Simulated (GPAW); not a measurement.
# TePb (Fm-3m) in GPAW: further runs

Aim: see how the results for TePb move with the level of theory and the settings. Levels: PBEsol, RPBE, revPBE, BLYP, PBE. Tasks: relaxation of cell and atoms, single point.

Program: GPAW 26.7.0. These are calculated values, not measurements. Logs are shortened: lines on timing, memory, paths and dates and some standing lists are left out, and cuts for length are marked. The log counts tension as positive stress, the text compression.

**1. The crystal as given**

It takes space group Fm-3m (No. 225, cubic). The conventional cell has a = 6.462 Å, b = 6.462 Å, c = 6.462 Å, α = 90.00°, β = 90.00°, γ = 90.00°. Around Pb (site symmetry m-3m) lie 6 Te at 3.23 Å. Around Te (site symmetry m-3m) lie 6 Pb at 3.23 Å.

**2. Relaxation of cell and atoms, PBEsol**

Contents of run.py:

```python
from ase import Atoms
from ase.filters import FrechetCellFilter
from ase.io import write
from ase.optimize import LBFGS
from gpaw import GPAW, PW, setup_paths

setup_paths.insert(0, '.')

atoms = Atoms(['Pb', 'Te'],
              cell=[[0.0, 3.231, 3.231],
                    [3.231, 0.0, 3.231],
                    [3.231, 3.231, 0.0]],
              scaled_positions=[[0.0, 0.0, 0.0],
                                [0.5, 0.5, 0.5]],
              pbc=True)

calc = GPAW(mode=PW(600),
            xc='PBEsol',
            kpts={'size': (7, 7, 7), 'gamma': True},
            occupations={'name': 'fermi-dirac', 'width': 0.05},
            nbands=19,
            convergence={'density': 1e-05, 'forces': 0.0001},
            maxiter=150,
            txt='gpaw.txt')
atoms.calc = calc
opt = LBFGS(FrechetCellFilter(atoms), trajectory='relax.traj', logfile='-')
done = opt.run(fmax=0.01, steps=60)
calc.write('gs.gpw')
write('result.traj', atoms)
print('Converged:', done)
print('Cell:', atoms.cell.cellpar().round(4))
print('Volume:', round(atoms.get_volume(), 4))
print(atoms.get_scaled_positions().round(5))
```

Potentials or basis: PAW data sets generated in the run's folder for this functional, pw.

Started as:

```console
$ gpaw-setup -f PBEsol Pb Te
$ OMP_NUM_THREADS=1 python run.py
```

gpaw.txt:

```text
__  _  _
 | _ |_)|_||  |
 |__||  | ||/\| - 26.7.0

Input parameters:
  mode=PW(ecut=600.0),
  convergence={'density': 1e-05, 'forces': 0.0001},
  kpts=MonkhorstPack(size=(7, 7, 7), gamma=True),
  maxiter=150,
  nbands=19,
  occupations=Occupations(name='fermi-dirac', width=0.05),
  xc=XC(name='PBEsol')

Diagonalizing LCAO Hamiltonian
Converting LCAO to pw mode

                 Te

       Pb

Atoms  # Å, Bohr magnetons
|   | symbol |        x |        y |        z |    initial magnetic moments |
|---|--------|----------|----------|----------|-----------------------------|
| 0 |     Pb | 0.000000 | 0.000000 | 0.000000 | ( 0.0000,  0.0000,  0.0000) |
| 1 |     Te | 3.231000 | 3.231000 | 3.231000 | ( 0.0000,  0.0000,  0.0000) |

Unit cell  # Å
| periodic |        x |        y |        z |  lengths |    angles |
|----------|----------|----------|----------|----------|-----------|
|      yes | 0.000000 | 3.231000 | 3.231000 | 4.569324 | 60.000000 |
|      yes | 3.231000 | 0.000000 | 3.231000 | 4.569324 | 60.000000 |
|      yes | 3.231000 | 3.231000 | 0.000000 | 4.569324 | 60.000000 |

Number of symmetries: 48
Symmetry operations  # r_c * U_cc + t_c -> r_c
|    | kind |            matrix            |
|----|------|------------------------------|
|  0 |  σ   |  1, 0, 0,  1, 0,-1,  1,-1, 0 |
|  1 |  C2  |  1, 0, 0,  1,-1, 0,  1, 0,-1 |
|  2 |  E   |  1, 0, 0,  0, 1, 0,  0, 0, 1 |
|  3 |  σ   |  1, 0, 0,  0, 0, 1,  0, 1, 0 |
|  4 |  C4  |  1, 0,-1,  1, 0, 0,  1,-1, 0 |
|  5 |  S6  |  1, 0,-1,  1,-1, 0,  1, 0, 0 |
|  6 |  σ   |  1, 0,-1,  0, 1,-1,  0, 0,-1 |
|  7 |  C3  |  1, 0,-1,  0, 0,-1,  0, 1,-1 |
|  8 |  S6  |  1,-1, 0,  1, 0, 0,  1, 0,-1 |
|  9 |  C4  |  1,-1, 0,  1, 0,-1,  1, 0, 0 |
| 10 |  C3  |  1,-1, 0,  0,-1, 1,  0,-1, 0 |
| 11 |  σ   |  1,-1, 0,  0,-1, 0,  0,-1, 1 |
| 12 |  σ   |  0, 1, 0,  1, 0, 0,  0, 0, 1 |
| 13 |  C4  |  0, 1, 0,  0, 1,-1, -1, 1, 0 |
| 14 |  C3  |  0, 1, 0,  0, 0, 1,  1, 0, 0 |
| 15 |  S6  |  0, 1, 0, -1, 1, 0,  0, 1,-1 |
| 16 |  C2  |  0, 1,-1,  1, 0,-1,  0, 0,-1 |
| 17 |  σ   |  0, 1,-1,  0, 1, 0, -1, 1, 0 |
| 18 |  S4  |  0, 1,-1,  0, 0,-1,  1, 0,-1 |
| 19 |  C4  |  0, 1,-1, -1, 1, 0,  0, 1, 0 |
| 20 |  C3  |  0, 0, 1,  1, 0, 0,  0, 1, 0 |
| 21 |  σ   |  0, 0, 1,  0, 1, 0,  1, 0, 0 |
| 22 |  S6  |  0, 0, 1,  0,-1, 1, -1, 0, 1 |
| 23 |  C4  |  0, 0, 1, -1, 0, 1,  0,-1, 1 |
| 24 |  S4  |  0, 0,-1,  1, 0,-1,  0, 1,-1 |
| 25 |  C3  |  0, 0,-1,  0, 1,-1,  1, 0,-1 |
| 26 |  C2  |  0, 0,-1,  0,-1, 0, -1, 0, 0 |
| 27 |  S6  |  0, 0,-1, -1, 0, 0,  0,-1, 0 |
| 28 |  S4  |  0,-1, 1,  1,-1, 0,  0,-1, 0 |
| 29 |  C4  |  0,-1, 1,  0, 0, 1, -1, 0, 1 |
| 30 |  C2  |  0,-1, 1,  0,-1, 0,  1,-1, 0 |
| 31 |  σ   |  0,-1, 1, -1, 0, 1,  0, 0, 1 |
| 32 |  C3  |  0,-1, 0,  1,-1, 0,  0,-1, 1 |
| 33 |  S6  |  0,-1, 0,  0, 0,-1, -1, 0, 0 |
[... 179 lines left out ...]
Fermi level: 5.880
Eigenvalues  # (at kpt = [0.000, 0.000, 0.000])
| band index |      eig [eV] | occ [0-2] |
|------------|---------------|-----------|
|          0 |       -11.134 |     2.000 |
|        ... |               |           |
|          2 |       -11.119 |     2.000 |
|          3 |       -11.119 |     2.000 |
|          4 |       -11.119 |     2.000 |
|          5 |        -6.512 |     2.000 |
|          6 |        -0.049 |     2.000 |
|          7 |         4.149 |     2.000 |
[... 9 lines left out ...]
|         17 |        13.012 |     0.000 |
|         18 |        13.548 |     0.000 |

Gap: 0.927 eV
Transition (v -> c):
  (s=0, k=19, n=9, [0.43, 0.43, 0.43]) -> (s=0, k=19, n=10, [0.43, 0.43, 0.43])
No difference between direct/indirect transitions

Stress tensor  # eV/Ang^3
|        x |        y |        z |
|----------|----------|----------|
| 0.004375 | 0.000000 | 0.000000 |
| 0.000000 | 0.004375 | 0.000000 |
| 0.000000 | 0.000000 | 0.004375 |

Forces  # eV/Ang
|        x |        y |        z |
|----------|----------|----------|
| -0.00000 | -0.00000 | -0.00000 |  # Pb   0
|  0.00000 |  0.00000 | -0.00000 |  # Te   1

Interpolating wave functions to new cell

                 Te

       Pb

Atoms  # Å, Bohr magnetons
|   | symbol |         x |         y |         z |    initial magnetic moments |
|---|--------|-----------|-----------|-----------|-----------------------------|
| 0 |     Pb | -0.000000 | -0.000000 | -0.000000 | ( 0.0000,  0.0000,  0.0000) |
| 1 |     Te |  3.227596 |  3.227596 |  3.227596 | ( 0.0000,  0.0000,  0.0000) |

Unit cell  # Å
| periodic |        x |         y |         z |  lengths |    angles |
|----------|----------|-----------|-----------|----------|-----------|
|      yes | 0.000000 |  3.227596 |  3.227596 | 4.564510 | 60.000000 |
|      yes | 3.227596 | -0.000000 |  3.227596 | 4.564510 | 60.000000 |
|      yes | 3.227596 |  3.227596 | -0.000000 | 4.564510 | 60.000000 |

Number of symmetries: 48
Symmetry operations  # r_c * U_cc + t_c -> r_c
|    | kind |            matrix            |
|----|------|------------------------------|
|  0 |  σ   |  1, 0, 0,  1, 0,-1,  1,-1, 0 |
|  1 |  C2  |  1, 0, 0,  1,-1, 0,  1, 0,-1 |
|  2 |  E   |  1, 0, 0,  0, 1, 0,  0, 0, 1 |
|  3 |  σ   |  1, 0, 0,  0, 0, 1,  0, 1, 0 |
|  4 |  C4  |  1, 0,-1,  1, 0, 0,  1,-1, 0 |
|  5 |  S6  |  1, 0,-1,  1,-1, 0,  1, 0, 0 |
|  6 |  σ   |  1, 0,-1,  0, 1,-1,  0, 0,-1 |
|  7 |  C3  |  1, 0,-1,  0, 0,-1,  0, 1,-1 |
|  8 |  S6  |  1,-1, 0,  1, 0, 0,  1, 0,-1 |
|  9 |  C4  |  1,-1, 0,  1, 0,-1,  1, 0, 0 |
| 10 |  C3  |  1,-1, 0,  0,-1, 1,  0,-1, 0 |
| 11 |  σ   |  1,-1, 0,  0,-1, 0,  0,-1, 1 |
| 12 |  σ   |  0, 1, 0,  1, 0, 0,  0, 0, 1 |
| 13 |  C4  |  0, 1, 0,  0, 1,-1, -1, 1, 0 |
| 14 |  C3  |  0, 1, 0,  0, 0, 1,  1, 0, 0 |
| 15 |  S6  |  0, 1, 0, -1, 1, 0,  0, 1,-1 |
| 16 |  C2  |  0, 1,-1,  1, 0,-1,  0, 0,-1 |
| 17 |  σ   |  0, 1,-1,  0, 1, 0, -1, 1, 0 |
| 18 |  S4  |  0, 1,-1,  0, 0,-1,  1, 0,-1 |
| 19 |  C4  |  0, 1,-1, -1, 1, 0,  0, 1, 0 |
| 20 |  C3  |  0, 0, 1,  1, 0, 0,  0, 1, 0 |
| 21 |  σ   |  0, 0, 1,  0, 1, 0,  1, 0, 0 |
| 22 |  S6  |  0, 0, 1,  0,-1, 1, -1, 0, 1 |
| 23 |  C4  |  0, 0, 1, -1, 0, 1,  0,-1, 1 |
| 24 |  S4  |  0, 0,-1,  1, 0,-1,  0, 1,-1 |
| 25 |  C3  |  0, 0,-1,  0, 1,-1,  1, 0,-1 |
| 26 |  C2  |  0, 0,-1,  0,-1, 0, -1, 0, 0 |
| 27 |  S6  |  0, 0,-1, -1, 0, 0,  0,-1, 0 |
| 28 |  S4  |  0,-1, 1,  1,-1, 0,  0,-1, 0 |
| 29 |  C4  |  0,-1, 1,  0, 0, 1, -1, 0, 1 |
| 30 |  C2  |  0,-1, 1,  0,-1, 0,  1,-1, 0 |
| 31 |  σ   |  0,-1, 1, -1, 0, 1,  0, 0, 1 |
| 32 |  C3  |  0,-1, 0,  1,-1, 0,  0,-1, 1 |
| 33 |  S6  |  0,-1, 0,  0, 0,-1, -1, 0, 0 |
[... 177 lines left out ...]
Fermi level: 5.918
Eigenvalues  # (at kpt = [0.000, 0.000, 0.000])
| band index |      eig [eV] | occ [0-2] |
|------------|---------------|-----------|
|          0 |       -11.098 |     2.000 |
|        ... |               |           |
|          2 |       -11.083 |     2.000 |
|          3 |       -11.083 |     2.000 |
|          4 |       -11.083 |     2.000 |
|          5 |        -6.497 |     2.000 |
|          6 |         0.000 |     2.000 |
|          7 |         4.178 |     2.000 |
[... 9 lines left out ...]
|         17 |        13.066 |     0.000 |
|         18 |        13.590 |     0.000 |

Gap: 0.923 eV
Transition (v -> c):
  (s=0, k=19, n=9, [0.43, 0.43, 0.43]) -> (s=0, k=19, n=10, [0.43, 0.43, 0.43])
No difference between direct/indirect transitions

Stress tensor  # eV/Ang^3
|         x |         y |         z |
|-----------|-----------|-----------|
|  0.003541 | -0.000000 | -0.000000 |
| -0.000000 |  0.003541 |  0.000000 |
| -0.000000 |  0.000000 |  0.003541 |

Forces  # eV/Ang
|       x |       y |        z |
|---------|---------|----------|
| 0.00000 | 0.00000 |  0.00000 |  # Pb   0
| 0.00000 | 0.00000 | -0.00000 |  # Te   1

Interpolating wave functions to new cell

                 Te

       Pb

Atoms  # Å, Bohr magnetons
|   | symbol |         x |         y |         z |    initial magnetic moments |
|---|--------|-----------|-----------|-----------|-----------------------------|
| 0 |     Pb | -0.000000 | -0.000000 | -0.000000 | ( 0.0000,  0.0000,  0.0000) |
| 1 |     Te |  3.213426 |  3.213426 |  3.213426 | ( 0.0000,  0.0000,  0.0000) |

Unit cell  # Å
| periodic |        x |         y |         z |  lengths |    angles |
|----------|----------|-----------|-----------|----------|-----------|
|      yes | 0.000000 |  3.213426 |  3.213426 | 4.544471 | 60.000000 |
|      yes | 3.213426 | -0.000000 |  3.213426 | 4.544471 | 60.000000 |
|      yes | 3.213426 |  3.213426 | -0.000000 | 4.544471 | 60.000000 |

Number of symmetries: 48
Symmetry operations  # r_c * U_cc + t_c -> r_c
|    | kind |            matrix            |
|----|------|------------------------------|
|  0 |  σ   |  1, 0, 0,  1, 0,-1,  1,-1, 0 |
|  1 |  C2  |  1, 0, 0,  1,-1, 0,  1, 0,-1 |
|  2 |  E   |  1, 0, 0,  0, 1, 0,  0, 0, 1 |
|  3 |  σ   |  1, 0, 0,  0, 0, 1,  0, 1, 0 |
|  4 |  C4  |  1, 0,-1,  1, 0, 0,  1,-1, 0 |
|  5 |  S6  |  1, 0,-1,  1,-1, 0,  1, 0, 0 |
|  6 |  σ   |  1, 0,-1,  0, 1,-1,  0, 0,-1 |
|  7 |  C3  |  1, 0,-1,  0, 0,-1,  0, 1,-1 |
|  8 |  S6  |  1,-1, 0,  1, 0, 0,  1, 0,-1 |
|  9 |  C4  |  1,-1, 0,  1, 0,-1,  1, 0, 0 |
| 10 |  C3  |  1,-1, 0,  0,-1, 1,  0,-1, 0 |
| 11 |  σ   |  1,-1, 0,  0,-1, 0,  0,-1, 1 |
| 12 |  σ   |  0, 1, 0,  1, 0, 0,  0, 0, 1 |
| 13 |  C4  |  0, 1, 0,  0, 1,-1, -1, 1, 0 |
| 14 |  C3  |  0, 1, 0,  0, 0, 1,  1, 0, 0 |
| 15 |  S6  |  0, 1, 0, -1, 1, 0,  0, 1,-1 |
| 16 |  C2  |  0, 1,-1,  1, 0,-1,  0, 0,-1 |
| 17 |  σ   |  0, 1,-1,  0, 1, 0, -1, 1, 0 |
| 18 |  S4  |  0, 1,-1,  0, 0,-1,  1, 0,-1 |
| 19 |  C4  |  0, 1,-1, -1, 1, 0,  0, 1, 0 |
| 20 |  C3  |  0, 0, 1,  1, 0, 0,  0, 1, 0 |
| 21 |  σ   |  0, 0, 1,  0, 1, 0,  1, 0, 0 |
| 22 |  S6  |  0, 0, 1,  0,-1, 1, -1, 0, 1 |
| 23 |  C4  |  0, 0, 1, -1, 0, 1,  0,-1, 1 |
| 24 |  S4  |  0, 0,-1,  1, 0,-1,  0, 1,-1 |
| 25 |  C3  |  0, 0,-1,  0, 1,-1,  1, 0,-1 |
| 26 |  C2  |  0, 0,-1,  0,-1, 0, -1, 0, 0 |
| 27 |  S6  |  0, 0,-1, -1, 0, 0,  0,-1, 0 |
| 28 |  S4  |  0,-1, 1,  1,-1, 0,  0,-1, 0 |
| 29 |  C4  |  0,-1, 1,  0, 0, 1, -1, 0, 1 |
| 30 |  C2  |  0,-1, 1,  0,-1, 0,  1,-1, 0 |
| 31 |  σ   |  0,-1, 1, -1, 0, 1,  0, 0, 1 |
| 32 |  C3  |  0,-1, 0,  1,-1, 0,  0,-1, 1 |
| 33 |  S6  |  0,-1, 0,  0, 0,-1, -1, 0, 0 |
[... 179 lines left out ...]
Fermi level: 6.079
Eigenvalues  # (at kpt = [0.000, 0.000, 0.000])
| band index |      eig [eV] | occ [0-2] |
|------------|---------------|-----------|
|          0 |       -10.949 |     2.000 |
|        ... |               |           |
|          2 |       -10.933 |     2.000 |
|          3 |       -10.933 |     2.000 |
|          4 |       -10.933 |     2.000 |
|          5 |        -6.436 |     2.000 |
|          6 |         0.206 |     2.000 |
|          7 |         4.299 |     2.000 |
[... 9 lines left out ...]
|         17 |        13.292 |     0.000 |
|         18 |        13.767 |     0.000 |

Gap: 0.904 eV
Transition (v -> c):
  (s=0, k=19, n=9, [0.43, 0.43, 0.43]) -> (s=0, k=19, n=10, [0.43, 0.43, 0.43])
No difference between direct/indirect transitions

Stress tensor  # eV/Ang^3
|         x |         y |         z |
|-----------|-----------|-----------|
| -0.000067 | -0.000000 |  0.000000 |
| -0.000000 | -0.000067 |  0.000000 |
|  0.000000 |  0.000000 | -0.000067 |

Forces  # eV/Ang
|       x |       y |        z |
|---------|---------|----------|
| 0.00000 | 0.00000 |  0.00000 |  # Pb   0
| 0.00000 | 0.00000 | -0.00000 |  # Te   1

# Writing to gs.gpw (mode='')
```

Run time: 46 s. Hardware: 1 thread of Arm Neoverse V2, shared host; peak memory 0.2 GiB.

Results:

```yaml
Free_energy: -8.5575 eV
Relaxed_volume: 33.18 Å³/atom
Relaxed_cell: a = 4.544 Å, b = 4.544 Å, c = 4.544 Å, α = 60.00°, β = 60.00°, γ = 60.00°
Space_group_after_relaxing_to_0.05_Å: Fm-3m (No. 225)
Energy_gained_by_relaxing: 1.2 meV/atom
Ionic_steps: 3
Pressure_after_relaxing: 0.0 GPa
```

Step by step:
| step | energy change (eV) | largest force (eV/Å) | pressure (GPa) | volume (Å³) |
| --- | --- | --- | --- | --- |
| 1 | 0.0000 | 0.0000 | -0.70 | 67.46 |
| 2 | -0.0008 | 0.0000 | -0.57 | 67.25 |
| 3 | -0.0023 | 0.0000 | 0.01 | 66.36 |

Final structure:
```
Pb Te
1.0
     0.00000    3.21343    3.21343
     3.21343    0.00000    3.21343
     3.21343    3.21343    0.00000
Pb Te
1 1
Direct
  0.00000 0.00000 0.00000
  0.50000 0.50000 0.50000
```

Levels at points of the mesh, in eV from the Fermi level:
| k point | band 6 | band 7 | band 8 | band 9 | band 10 | band 11 | band 12 | band 13 | band 14 | band 15 |
| --- | --- | --- | --- | --- | --- | --- | --- | --- | --- | --- |
| (0.00, 0.00, 0.00) | -12.52 | -5.87 | -1.78 | -1.78 | -1.78 | 3.69 | 3.69 | 3.69 | 5.38 | 5.38 |

Caveat: this odd mesh misses L, where the gap lies, so gap, dielectric constants and Born charges aren't listed; later steps reuse the first step's grids.

[end of part 1 of 2]
